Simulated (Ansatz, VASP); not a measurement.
Mn in VASP and in Ansatz

```
Mn
1.0
    -1.54050    1.54050    1.54050
     1.54050   -1.54050    1.54050
     1.54050    1.54050   -1.54050
Mn
1
Direct
  0.00000 0.00000 0.00000
```

This isn't the form of Mn at room conditions, which is a 58-atom cubic cell.

Alike in both runs: task single point; functional PBEsol; k mesh 18 × 18 × 18; occupations gaussian, width 0.05 eV; collinear spin.

|  | VASP | Ansatz |
| --- | --- | --- |
| version | VASP 6.6.1 | Ansatz 0.2.0 |
| potentials or method | VASP PAW PBE potentials, release 64 (Mn_pv) | scalar-relativistic, plane waves, PAW |
| plane-wave cutoff (eV) | 520 | 420 |
| valence electrons in the cell | 13 | 15 |

Ansatz gave:

| Quantity | Value |
| --- | --- |
| pressure (GPa) | -20.9 |
| net moment per atom (μB) | 2.82 |
| size of the moment on the site where the two differ most (μB) | 2.75 |

**Question.** Which values does VASP return?

**Answer.** Pressure (GPa): -19.6; net moment per atom (μB): 2.88; size of the moment on the site where the two differ most (μB): 2.80.

Site moments also hang on the region over which each program counts them. The two sets of potentials don't hold the same shells in valence.

Caveats: so large a pressure means that the cell lies far from this level's equilibrium, or that cutoff or potentials fall short (VASP); the potentials were made for another functional, which shifts forces and pressure (VASP).
